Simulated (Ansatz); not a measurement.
Molecular dynamics of BeTe

Input file:

```yaml
accuracy: low
crystal:
  lattice:
    - [7.834743, 0.0, 0.0]
    - [0.0, 5.54, 0.0]
    - [0.0, 0.0, 20.793429]
  atoms:
    - { symbol: Be, position: [0.0, 0.0, 0.04809212] }
    - { symbol: Te, position: [-0.0265257, 0.29765221, 0.13184351] }
    - { symbol: Be, position: [0.74119924, 0.55003897, 0.14611668] }
    - { symbol: Te, position: [0.25, 0.75, 0.04809212] }
    - { symbol: Be, position: [0.23500625, 0.59301159, 0.15279086] }
    - { symbol: Te, position: [0.75, 0.75, 0.04809212] }
    - { symbol: Be, position: [0.5, 0.0, 0.04809212] }
    - { symbol: Te, position: [0.50581629, 0.27663364, 0.1552346] }
    - { symbol: Be, position: [0.51158765, 0.07577379, 0.25952117] }
    - { symbol: Te, position: [0.46833119, 0.3736374, 0.33998853] }
    - { symbol: Be, position: [0.20510159, 0.56875435, 0.33778934] }
    - { symbol: Te, position: [0.74922494, 0.80346677, 0.24314606] }
    - { symbol: Be, position: [0.71880988, 0.60344576, 0.34957881] }
    - { symbol: Te, position: [0.23704172, 0.86456298, 0.24477632] }
    - { symbol: Be, position: [-0.00598467, 0.0375884, 0.22678714] }
    - { symbol: Te, position: [-0.07169929, 0.32566552, 0.33430717] }
    - { symbol: Be, position: [0.00622437, 0.13496425, 0.43204331] }
    - { symbol: Te, position: [-0.04081265, 0.39662944, 0.54271442] }
    - { symbol: Be, position: [0.70753728, 0.56092777, 0.50387288] }
    - { symbol: Te, position: [0.21672814, 0.86175478, 0.44021247] }
    - { symbol: Be, position: [0.21609157, 0.50163384, 0.50478022] }
    - { symbol: Te, position: [0.74542743, 0.88799282, 0.43819551] }
    - { symbol: Be, position: [0.47404941, 0.09338468, 0.44352705] }
    - { symbol: Te, position: [0.46954421, 0.35200756, 0.54697284] }
basis:
  ecutwfc: 420.0
kpoints:
  mp_grid: { grid: [2, 2, 1] }
hamiltonian:
  xc: pbe
scf:
  occupations: { method: fermi_dirac, width: 0.05 }
  lower_state_search: "off"
md:
  timestep: 1.5
  n_steps: 300
  ensemble: nvt_nose_hoover
  temperature: 2400.0
  initial_velocities: maxwell_boltzmann
  seed: 990460
  nose_hoover: { tau: 50.0, chain_length: 1 }
  constraints: [{ sites: [0, 3, 5, 6] }]
```

Command:

```bash
$ ansatz run input.yaml --threads 4 --pin off --max-ram 10240MiB --backend cpu --events-out ev --progress --plain --runs-dir out
```

It goes on from the last frame of an earlier run, with new velocities.

Output, in part (step lines):

```
md step     0: t =     0.00 fs  T =  2400.0 K  F+E_penalty+E_count = -84874.83180695 eV  E_kin = 6.204480 eV  conserved = -84868.62732700 eV  (8 SCF iters)
md step     1: t =     1.50 fs  T =  2426.9 K  F+E_penalty+E_count = -84874.90143357 eV  E_kin = 6.274105 eV  conserved = -84868.62731260 eV  (8 SCF iters)
md step     2: t =     3.00 fs  T =  2418.1 K  F+E_penalty+E_count = -84874.87813562 eV  E_kin = 6.251363 eV  conserved = -84868.62663542 eV  (8 SCF iters)
md step     3: t =     4.50 fs  T =  2376.7 K  F+E_penalty+E_count = -84874.76999205 eV  E_kin = 6.144117 eV  conserved = -84868.62555245 eV  (8 SCF iters)
md step     4: t =     6.00 fs  T =  2308.3 K  F+E_penalty+E_count = -84874.59206619 eV  E_kin = 5.967388 eV  conserved = -84868.62429438 eV  (8 SCF iters)
md step     5: t =     7.50 fs  T =  2220.2 K  F+E_penalty+E_count = -84874.36284959 eV  E_kin = 5.739780 eV  conserved = -84868.62303882 eV  (4 SCF iters)
md step     6: t =     9.00 fs  T =  2120.0 K  F+E_penalty+E_count = -84874.10143203 eV  E_kin = 5.480596 eV  conserved = -84868.62190316 eV  (4 SCF iters)
md step     7: t =    10.50 fs  T =  2014.5 K  F+E_penalty+E_count = -84873.82556375 eV  E_kin = 5.207856 eV  conserved = -84868.62094287 eV  (3 SCF iters)
[... lines left out ...]
md step   300: t =   450.00 fs  T =  2265.1 K  F+E_penalty+E_count = -84868.87659699 eV  E_kin = 5.855720 eV  conserved = -84868.60846212 eV  (8 SCF iters)
```

The steps, from the saved trajectory:

```csv
time (fs),T (K),potential energy less start (eV),conserved less start (meV/atom)
0,2400,0.000,0.00
15,1723,1.778,0.35
30,1768,1.855,0.17
45,1737,2.394,0.33
60,2041,2.304,0.18
75,1894,3.562,0.44
90,1903,4.676,0.56
105,2564,4.263,0.21
120,3026,4.714,0.50
135,3518,5.131,0.47
150,3094,7.225,0.61
165,3061,7.878,0.91
180,3213,7.591,0.80
195,2744,8.485,0.92
210,2620,8.292,0.83
225,2232,8.750,0.84
240,2044,8.821,0.86
255,2516,7.283,0.67
270,2523,6.888,0.72
285,2509,6.515,0.85
300,2868,5.024,0.66
315,2488,5.274,0.70
330,2216,5.300,0.74
345,2425,4.129,0.55
360,1816,5.158,0.72
375,1735,5.094,0.58
390,1611,5.383,0.67
405,1706,5.354,0.69
420,1989,5.098,0.67
435,2405,4.761,0.65
450,2265,5.955,0.79
```

The run went to its last step. The conserved energy stayed within 1.1 meV per atom of its start (net change 0.79 meV per atom), so the integration is sound. A run of 0.45 ps of so small a system gives no equilibrium averages. Limits of this set-up: coarse k mesh, slab without dipole correction, low accuracy level.

Mean squared displacements from the first frame to the last: Be 1.57 Å², Te 1.43 Å².

Last frame:

```xyz
24
Lattice="7.8347 0.0000 0.0000 0.0000 5.5400 0.0000 0.0000 0.0000 20.7934" Properties=species:S:1:pos:R:3
Be 0.000 0.000 1.000
Te 0.109 1.886 3.251
Be 5.459 3.038 3.004
Te 1.959 4.155 1.000
Be 2.030 3.242 3.445
Te 5.876 4.155 1.000
Be 3.917 0.000 1.000
Te 3.788 1.518 3.054
Be 4.470 -0.040 5.374
Te 4.202 2.262 8.023
Be 2.026 2.723 8.808
Te 6.456 4.263 5.763
Be 6.434 2.734 8.484
Te 2.079 4.504 5.747
Be 0.516 0.548 5.348
Te 0.369 1.616 7.544
Be 0.796 -0.217 9.394
Te 0.296 3.315 13.706
Be 6.815 4.155 12.257
Te 2.574 4.799 10.468
Be 2.030 2.777 11.834
Te 6.621 4.885 9.961
Be 4.767 0.962 9.981
Te 4.426 1.994 12.296
```

Run time: 12 min on 4 threads of Intel(R) Xeon(R) 6975P-C (Granite Rapids), on a shared host, peak memory 2.7 GiB.
